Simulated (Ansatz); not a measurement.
# Stack of 2H-WS2 under blue phosphorene, upper layer turned by 180° in a perpendicular field, part 2 of 2

Aim: how the stack of 2H-WS2 under blue phosphorene, upper layer turned by 180° screens a field along its normal, and what the field does to its bands. A positive field points along +c.

Ansatz 0.2.0; plane-wave DFT, PBE-D3(BJ), Ansatz PAW.

So far. Step 2 (Relaxation): The lattice constant a goes from 3.230 to 3.193 Å.

## (3) Single point, field 0, start network

A sawtooth potential applies the field, turning back in the middle of the vacuum. With the dipole correction the typed value is the field outside the slab. The induced dipole is small, so the SCF threshold is tight.

The cell differs from the one that the last finished run ended in (c 46.616 → 25.494 Å).

The input, input.yaml:

```yaml
crystal:
  lattice:
    - [3.1930604429, 0.0, 0.0]
    - [-1.5965302215, 2.7652714594, 0.0]
    - [0.0, 0.0, 25.4939366541]
  atoms:
    - { symbol: S, position: [0.3333333333, 0.6666666667, 0.3530251182] }
    - { symbol: W, position: [0.0, 0.0, 0.4143962817] }
    - { symbol: S, position: [0.3333333333, 0.6666666667, 0.4756563728] }
    - { symbol: P, position: [0.6666666667, 0.3333333333, 0.5976672795] }
    - { symbol: P, position: [0.0, 0.0, 0.6469748818] }
kpoints:
  mp_grid: { grid: [18, 18, 1] }
  band_path:
    path: [[0, 0, 0], [0.5, 0, 0], [0.33333333, 0.33333333, 0], [0, 0, 0]]
    npoints: 16
hamiltonian:
  xc: pbe
  dispersion: d3bj
scf:
  occupations: { method: fermi_dirac, width: 0.02585 }
  convergence: { dr2_threshold: 1.0e-10 }
efield:
  axis: 3
  dipole_correction: true
  ramp_position: 0.97
  ramp_width: 0.06
  amplitude: 0
output:
  dos: { projected: true, e_range: [-6, 5] }
  write_potential: true
  write_density: true
  volumetric_format: npy
  elf: true
```

Command:

```bash
ansatz run input.yaml --threads 2 --pin off --max-ram 4096MiB --backend cpu --events-out ev --progress --plain --runs-dir out
```

Numbers of over 12 decimals in the logs are rounded to 6 here.

Output:

```text
[...]
Crystal: 5 atoms, lattice volume = 225.103 Å³
Basis set: ecut = 420 eV, 4453 PW (Γ)
Bands: 23, of which v1, the nominal top of the filled ones, is band 18 counted from 1 (17 counted from 0)
Symmetry: 6 space group operations
[...]
k-points: 37 of 324 (time reversal used)
[...]
SCF iter   1: F=—  HF=-13704.284969 eV  |F-HF|=—  |Δ(HF+E_count)|=         —  Δρ=2.85e-3  dr2=2.38e-2  ethr=1.77e-3  p=0.013 e·Å  D=1.03e-2 V/Å  ΔV_dip=-0.26 eV  dr2_dipole=3.22e-5  V_vac-E_F(+/−)=4.70/4.96 eV  ⟨swp⟩=10.5  Hψ=5805  notcnv=0
efield: sawtooth ramp at fractional position 0.9700 (set: `efield.ramp_position`, or a place that a band, a saddle search or an elastic batch's reference lends), width 0.0600; the density the first Hamiltonian is built on has a dipole p = 0.013 e·Å; the dipole correction subtracts the counter field D = 1.03e-2 V/Å, which shifts the + side's vacuum level by -0.26 eV against the − side's; the planar-averaged density in the ramp window peaks in size at 2.6e-5 e/Å³
[...]
SCF iter   2: F=—  HF=-13704.301220 eV  |F-HF|=—  |Δ(HF+E_count)|=   1.63e-2  Δρ=2.96e-3  dr2=1.19e-1  ethr=6.60e-5  p=0.017 e·Å  D=1.39e-2 V/Å  ΔV_dip=-0.35 eV  dr2_dipole=7.74e-3  V_vac-E_F(+/−)=4.75/5.10 eV  ⟨swp⟩=4.6  Hψ=2457  notcnv=0  defer=34
[...]
SCF iter  13: F=-13704.288850 eV  HF=-13704.288850 eV  |F-HF|=7.46e-11  |Δ(HF+E_count)|=  4.73e-11  Δρ=7.35e-8  dr2=8.74e-11  ethr=1.00e-12  p=0.003 e·Å  D=2.30e-3 V/Å  ΔV_dip=-0.06 eV  dr2_dipole=1.91e-11  V_vac-E_F(+/−)=4.78/4.83 eV  ⟨swp⟩=7.3  Hψ=2615  notcnv=0
SCF 1 converged in 13 iterations: F = -13704.288850 eV  dr2 = 8.74e-11
[...]
NSCF: frozen V_eff on 49 k-points
efield: sawtooth ramp at fractional position 0.9700 (kept from the solve that this one continues, or follows in the run), width 0.0600; the density the first Hamiltonian is built on has a dipole p = 0.003 e·Å; the dipole correction subtracts the counter field D = 2.30e-3 V/Å, which shifts the + side's vacuum level by -0.06 eV against the − side's; the planar-averaged density in the ramp window peaks in size at 1.4e-6 e/Å³
[...]
SCF converged after 13 iterations
Free energy (F): -13704.288850 eV
[...]
Internal energy: -13704.288850 eV  (E = F + TS)
E sigma→0 (E₀):  -13704.288850 eV
Fermi energy:    1.268678 eV
Dipole field:    D = 0.002299 V/Å  (p = 0.002859 e·Å, saw-weighted, corrected)
Work function:   Φ+ = 4.7752 eV   Φ− = 4.8338 eV
Levels:          The Fermi level and band energies are counted from a zero that moves with the ramp; work functions are not
[...]
--- Band table (eV; the first three rows and the last of 37) ---
  k-point 0: bands = [... 14 lower, -0.5067, 0.0887, 0.0887, 0.6826, 3.2061, 3.2061, 3.3767, 3.3767, ... 1 higher]
  k-point 1: bands = [... 14 lower, -0.4636, -0.3730, -0.0435, 0.6457, 3.1584, 3.2625, 3.3004, 3.3342, ... 1 higher]
  k-point 2: bands = [... 14 lower, -1.2311, -0.3813, -0.3734, 0.5112, 3.0174, 3.1081, 3.2071, 3.5652, ... 1 higher]
  k-point 36: bands = [... 14 lower, -2.0452, -1.9544, -1.8962, 0.3574, 1.8823, 2.1214, 3.6653, 4.3895, ... 1 higher]
```

Run time: 22 s. Hardware: 2 threads of Arm Neoverse V1, shared host; peak memory 0.55 GiB; 43 s of CPU time.

In the SCF lines HF is the Harris–Foulkes energy and dr2 the Hartree energy of the density residual, in eV; the loop may stop once dr2 is under the threshold and the program's other checks hold. Hψ counts applications of the Hamiltonian.

This step gave:

```
gap on the k-mesh                  : 1.200 eV
dipole along the normal            : 0.002859 e·Å
gap along the path                 : 1.200 eV
smallest direct gap along the path : 1.525 eV
step between the vacuum levels     : -0.05860 eV
ionisation energy, upper face      : 5.361 eV
electron affinity, upper face      : 4.162 eV
ionisation energy, lower face      : 5.420 eV
gap, the smaller of path and mesh  : 1.200 eV
```

Running mean over a fixed 2.7 Å (it still follows the layers) of the planar mean; the ramp of the sawtooth is left out. Table of electron's electrostatic potential energy less the Fermi level by z:

z (Å), electron's electrostatic potential energy less the Fermi level (eV) and a bar from the least value:
```
      3.0        4.8 ##############################
      3.5        4.8 ##############################
      4.0        4.8 ##############################
      4.5        4.8 ##############################
      5.0        4.8 ##############################
      5.5        4.8 ##############################
      6.0        4.8 ##############################
      6.5        4.7 ##############################
      7.0        4.1 #############################
      7.5        2.1 #########################
      8.0       -0.4 #####################
      8.5       -2.7 ################
      9.0       -6.0 ##########
      9.5       -9.9 ###
     10.0      -11.6 
     10.5      -11.6 
     11.0      -11.6 
     11.5      -10.6 ##
     12.0       -7.1 ########
     12.5       -3.6 ###############
     13.0       -1.6 ##################
     13.5       -0.6 ####################
     14.0       -1.6 ##################
     14.5       -3.8 ##############
     15.0       -6.6 #########
     15.5       -9.6 ####
     16.0      -10.3 ##
     16.5       -8.1 ######
     17.0       -4.9 ############
     17.5       -2.0 ##################
     18.0        1.4 ########################
     18.5        3.8 ############################
     19.0        4.5 #############################
     19.5        4.7 ##############################
     20.0        4.8 ##############################
     20.5        4.8 ##############################
     21.0        4.8 ##############################
     21.5        4.8 ##############################
     22.0        4.8 ##############################
     22.5        4.8 ##############################
```

The density of states has structure finer than the step of the table below, so its rows give means over 0.25 eV, whole bins alone (the curve runs from -6 to 2.02 eV). Peaks (eV: height): -5.370: 8.79, -5.200: 11.8, -4.350: 8.21, -1.620: 10.5, 1.220: 7.32, 1.360: 6.95, 1.750: 12.6.

Density of states against energy, zero at the Fermi level of the run, which the smearing sets inside the gap; means over each step:

| energy (eV) | density of states (states/eV a cell) |
| --- | --- |
| -5.75 | 2.77 |
| -5.50 | 3.46 |
| -5.25 | 5.41 |
| -5.00 | 2.56 |
| -4.75 | 2.58 |
| -4.50 | 3.32 |
| -4.25 | 5.35 |
| -4.00 | 3.00 |
| -3.75 | 3.07 |
| -3.50 | 2.82 |
| -3.25 | 4.01 |
| -3.00 | 3.96 |
| -2.75 | 3.70 |
| -2.50 | 4.93 |
| -2.25 | 2.20 |
| -2.00 | 2.12 |
| -1.75 | 3.95 |
| -1.50 | 3.81 |
| -1.25 | 2.29 |
| -1.00 | 0.843 |
| -0.75 | 0.496 |
| -0.50 | 0.0827 |
| -0.25 | 0 |
| 0.00 | 0 |
| 0.25 | 0 |
| 0.50 | 0.00464 |
| 0.75 | 1.03 |
| 1.00 | 1.75 |
| 1.25 | 4.13 |
| 1.50 | 3.32 |
| 1.75 | 7.55 |

Projected DOS per atom over height of the atomic layer and energy from the Fermi level. Layers: S W S P P from below.

Ten even steps from '_' (0.00 states/eV) to '@' (3.29 states/eV), each cell a mean:
```
::@@::::..
..==......
__::__....
______....
__________
__________
__________
__________
__..______
__--__::::
..==__....
__..__....
--..--::::
--..--....
--::--....
..::......
..::......
==----....
..........
::::::..::
::::::....
..........
```
Columns: height of the atomic layer (Å) from 9 to 16.5 (not evenly spaced); rows upwards: energy from the Fermi level (eV) from -5.96 to 1.96.

The electronic bands at the labelled points (eV, zero at the Fermi level of the run, which the smearing sets inside the gap):

| point | band 15 | band 16 | band 17 | band 18 | band 19 | band 20 | band 21 | band 22 |
| --- | --- | --- | --- | --- | --- | --- | --- | --- |
| Γ | -1.78 | -1.18 | -1.18 | -0.59 | 1.94 | 1.94 | 2.11 | 2.11 |
| halfway | -2.68 | -2.65 | -1.82 | -1.30 | 1.03 | 1.57 | 1.62 | 2.27 |
| M | -3.34 | -2.61 | -2.23 | -1.80 | 0.78 | 1.75 | 1.89 | 2.42 |
| halfway | -3.73 | -3.20 | -2.64 | -1.34 | 1.37 | 1.62 | 2.56 | 2.90 |
| K | -3.31 | -3.22 | -3.16 | -0.91 | 0.61 | 0.85 | 2.40 | 3.12 |
| halfway | -3.22 | -2.37 | -1.78 | -1.36 | 1.19 | 1.80 | 2.05 | 2.47 |
| Γ | -1.78 | -1.18 | -1.18 | -0.59 | 1.94 | 1.94 | 2.11 | 2.11 |

ELF in the ca plane at fractional y = 1.000, with atoms of W and P within 0.2 Å of it. It is the smooth field of the valence electrons, not physical close to the nuclei.

Ten even steps from '0' (0.00) to '9' (0.97), each cell a mean:
```
00000000122365463221000001245205999852000000
00000012344236642443200023467778998521000000
00000246677522225776520256667666543100000000
00001367777643346777630277765421100000000000
00001357777632236777620267766543211000000000
00000124566323323565310135567777875310000000
00000001233256652332100011357537999741000000
00000000012462264210000000244004999862000000
```
Columns run along c (16.0 Å, from fractional 0.22 to 0.85 of the cell), rows up along a (3.2 Å). Atoms in or near the plane, at fractional coordinates: W at (0.41, 0.00), P at (0.65, 0.00).

Valence density in the ca plane at fractional y = 1.000, with atoms of W and P within 0.2 Å of it. It is the smooth field of the valence electrons, not physical close to the nuclei.

Ten steps, logarithmic in the rise over the least value, from '0' (0.0 e/Å³) to '9' (5.0 e/Å³), each cell a mean:
```
00000000000000000012347999853211001123554455
00000000000000000123445788644321111234555553
00000000000000000134444454444432112344444432
00000000000000001234554434455543112344443321
00000000000000001234554444445542112344444321
00000000000000000123444566544432111234555543
00000000000000000112346899753321001224555554
00000000000000000012347999853211000123552355
```
Columns run along c (16.0 Å, from fractional 0.07 to 0.70 of the cell), rows up along a (3.2 Å). Atoms in or near the plane, at fractional coordinates: W at (0.41, 0.00), P at (0.65, 0.00).

Electrostatic potential energy in the ca plane at fractional y = 1.000, with atoms of W and P within 0.2 Å of it. With pseudopotentials it is smooth inside the atoms' cores, unlike the true potential.

Ten even steps from '0' (-59 eV) to '9' (6 eV), each cell a mean:
```
99999999998610015899999999985001699999999999
99999999999753257899999999987545899999999999
99999999988887788889999998888888999999999999
99999999888899998878999998778999999999999999
99999999888888888888999998888899999999999999
99999999998875578899999999888777899999999999
99999999998730026899999999986213799999999999
99999999998510005899999999984000599999999999
```
Columns run along c (16.0 Å, from fractional 0.22 to 0.85 of the cell; values clipped at the 3rd and 97th percentile), rows up along a (3.2 Å). Atoms in or near the plane, at fractional coordinates: W at (0.41, 0.00), P at (0.65, 0.00).

The gap is 1.20 eV, with the valence edge 5.36 eV and the conduction edge 4.16 eV under the upper vacuum level. Spin-orbit coupling, left out in this run, matters for the bands of elements this heavy.

## (4) Atoms held, field 0.1 V/Å

Edit input.yaml of step 3 so:

```diff
@@ -25,7 +25,6 @@
   dipole_correction: true
-  ramp_position: 0.97
-  ramp_width: 0.06
-  amplitude: 0
+  ramp_position: 0.9518
+  ramp_width: 0.0973
+  amplitude: 0.1
 output:
-  dos: { projected: true, e_range: [-6, 5] }
   write_potential: true
@@ -33,2 +32 @@
   volumetric_format: npy
-  elf: true
```

Output:

```text
[...]
Crystal: 5 atoms, lattice volume = 225.103 Å³
Basis set: ecut = 420 eV, 4453 PW (Γ)
Bands: 23, of which v1, the nominal top of the filled ones, is band 18 counted from 1 (17 counted from 0)
Symmetry: 6 space group operations
[...]
k-points: 37 of 324 (time reversal used)
[...]
k-point 0: bands = [... 14 lower, -0.4930, 0.1385, 0.1385, 0.6732, 3.1776, 3.1776, 3.3469, 3.3469, ... 1 higher]
  k-point 1: bands = [... 14 lower, -0.4525, -0.3248, 0.0063, 0.6369, 3.1292, 3.2329, 3.2744, 3.3019, ... 1 higher]
  k-point 2: bands = [... 14 lower, -1.2359, -0.3771, -0.3236, 0.5044, 2.9825, 3.0834, 3.1781, 3.5358, ... 1 higher]
  k-point 36: bands = [... 14 lower, -2.0760, -1.9100, -1.8414, 0.3289, 1.9314, 2.0926, 3.6402, 4.3614, ... 1 higher]
[key lines of the parts left out:]
SCF converged after 16 iterations
Free energy (F): -13704.291324 eV
Fermi energy:    1.287652 eV
Dipole field:    D = 0.037471 V/Å  (p = 0.046614 e·Å, saw-weighted, corrected)
```

The job ended after 23 s (2 threads; peak memory 0.53 GiB; 46 s of CPU time).

The dipole is 0.0466 e·Å, 0.0438 e·Å from its value without field, and the gap 1.258 eV.

## (5) Atoms held, field -0.1 V/Å

Edit input.yaml of step 4 so:

```diff
@@ -27,3 +27,3 @@
   ramp_width: 0.0973
-  amplitude: 0.1
+  amplitude: -0.1
 output:
```

Output:

```text
[...]
Crystal: 5 atoms, lattice volume = 225.103 Å³
Basis set: ecut = 420 eV, 4453 PW (Γ)
Bands: 23, of which v1, the nominal top of the filled ones, is band 18 counted from 1 (17 counted from 0)
Symmetry: 6 space group operations
[...]
k-points: 37 of 324 (time reversal used)
[...]
k-point 0: bands = [... 14 lower, -0.5215, 0.0377, 0.0377, 0.6933, 3.2337, 3.2337, 3.4062, 3.4062, ... 1 higher]
  k-point 1: bands = [... 14 lower, -0.4778, -0.4198, -0.0945, 0.6559, 3.1865, 3.2921, 3.3251, 3.3668, ... 1 higher]
  k-point 2: bands = [... 14 lower, -1.2263, -0.4244, -0.3861, 0.5197, 3.0508, 3.1329, 3.2356, 3.5567, ... 1 higher]
  k-point 36: bands = [... 14 lower, -2.0147, -1.9999, -1.9520, 0.3856, 1.8321, 2.1498, 3.6893, 4.4171, ... 1 higher]
[key lines of the parts left out:]
SCF converged after 16 iterations
Free energy (F): -13704.290750 eV
Fermi energy:    1.249577 eV
Dipole field:    D = -0.032849 V/Å  (p = -0.040865 e·Å, saw-weighted, corrected)
```

The job ended after 23 s (2 threads; peak memory 0.53 GiB).

The dipole is -0.0409 e·Å, -0.0437 e·Å from its value without field, and the gap 1.139 eV.

## (6) Response, atoms held

This step: plane-wave DFT, PBE-D3(BJ), Ansatz PAW; response to a field along the normal, atoms held (Ansatz 0.2.0).

The dipoles give the slope, and the difference of two potentials shows where the field is screened.

This step gave:

| Property | Result |
| --- | --- |
| equivalent conductor thickness p/(ε₀AE) | 8.964 Å |
| distance between the outer atoms | 7.494 Å |

Dipole of the cell against applied field:

| applied field (V/Å) | dipole of the cell (e·Å) |
| --- | --- |
| -0.1000 | -0.0409 |
| 0.0000 | 0.00286 |
| 0.1000 | 0.0466 |

Local field over the applied field, running mean. From the potentials at -0.1 and 0.1 V/Å; running mean over 2.8 Å. Local field over applied field against z:

| z (Å) | local field over applied field |
| --- | --- |
| 4.5 | 0.999 |
| 5.0 | 0.996 |
| 5.5 | 0.988 |
| 6.0 | 0.965 |
| 6.5 | 0.910 |
| 7.0 | 0.803 |
| 7.5 | 0.657 |
| 8.0 | 0.496 |
| 8.5 | 0.334 |
| 9.0 | 0.199 |
| 9.5 | 0.105 |
| 10.0 | 0.0594 |
| 10.5 | 0.0419 |
| 11.0 | 0.0496 |
| 11.5 | 0.0747 |
| 12.0 | 0.123 |
| 12.5 | 0.185 |
| 13.0 | 0.233 |
| 13.5 | 0.248 |
| 14.0 | 0.239 |
| 14.5 | 0.196 |
| 15.0 | 0.129 |
| 15.5 | 0.0769 |
| 16.0 | 0.0705 |
| 16.5 | 0.135 |
| 17.0 | 0.258 |
| 17.5 | 0.418 |
| 18.0 | 0.582 |
| 18.5 | 0.738 |
| 19.0 | 0.865 |
| 19.5 | 0.941 |
| 20.0 | 0.976 |
| 20.5 | 0.991 |
| 21.0 | 0.997 |

The induced electron density oscillates, so the rows of the table below give means over windows of 1 Å about each position, cut where the curve ends. Its maxima inside the range that stand out by 2 % of the span (Å: e/Å³ per V/Å): 8.1: 0.00363, 9.2: 0.00108, 10.8: 3.7e-4, 12.2: -5.9e-4, 14.3: 0.00206, 15.4: 9.0e-4, 16.7: -5.6e-4. Its minima: 8.9: 9.1e-4, 9.9: -5.9e-4, 11.9: -7.5e-4, 12.9: -0.00205, 15.0: 5.2e-4, 16.3: -9.6e-4, 17.6: -0.00351.

Electrons, planar mean, per unit field. Table of induced electron density by z; means over each step:

| z (Å) | induced electron density (e/Å³ per V/Å) |
| --- | --- |
| 5 | 1.7e-5 |
| 6 | 1.6e-4 |
| 7 | 0.00111 |
| 8 | 0.00308 |
| 9 | 0.00105 |
| 10 | -2.5e-4 |
| 11 | 2.7e-4 |
| 12 | -6.3e-4 |
| 13 | -0.00151 |
| 14 | 0.00131 |
| 15 | 8.8e-4 |
| 16 | -2.7e-4 |
| 17 | -0.00168 |
| 18 | -0.00269 |
| 19 | -7.0e-4 |
| 20 | -1.1e-4 |
| 21 | -1.5e-5 |

The smaller of the gaps on the path and on the k-mesh, counted as 0 under 0.03 eV. Gap against applied field:

| applied field (V/Å) | gap (eV) |
| --- | --- |
| -0.1000 | 1.14 |
| 0.0000 | 1.20 |
| 0.1000 | 1.26 |

By hand: between -0.1 and 0.1 V/Å the dipole changes by 0.08748 e·Å, a slope of 0.4374 e·Å²/V. A perfect conductor of thickness t has p = ε₀AEt, so t = 180.95 × 0.4374 / 8.830 = 8.96 Å (e/ε₀ = 180.95 V·Å, A in Å²).

The induced dipole is that of a conductor 8.96 Å thick.

## (7) Summary of results

| Property | Result |
| --- | --- |
| gap without field | 1.20 eV |
| ionisation energy, upper face | 5.36 eV |
| electron affinity, upper face | 4.16 eV |
| step between the vacuum levels | -0.0586 eV |
| equivalent conductor thickness, atoms held | 8.96 Å |

In words: The induced dipole equals that of a perfect conductor 8.96 Å thick, while the outer atoms lie 7.49 Å apart; an out-of-plane ε follows only once a thickness t is chosen, by 1 − 1/ε = 8.96 Å / t. The two faces differ: the vacuum level above lies 0.06 eV lower than the one below. The gap goes from 1.20 eV to 1.14 eV at -0.1 V/Å. With the field reversed the gap is 1.26 eV at 0.1 V/Å. Semilocal functionals give gaps that are too small, and excitons are not included. Spin-orbit coupling is left out, which matters for the bands of elements this heavy.

[Logs are printed without paths, hosts, clocks, repeated set-up lines and the standing remarks that a program may print on its own settings, such as how far it seeks lower states.]

[Hosts, paths, dates, database ids (printed as entryN), source tags and the programs' standing remarks are cut or masked in the printed files.]

[Maps of the electrostatic potential energy from Ansatz leave out the sawtooth potential of an applied field or a dipole correction, so their vacuum need not be flat; planar profiles and work functions include it.]
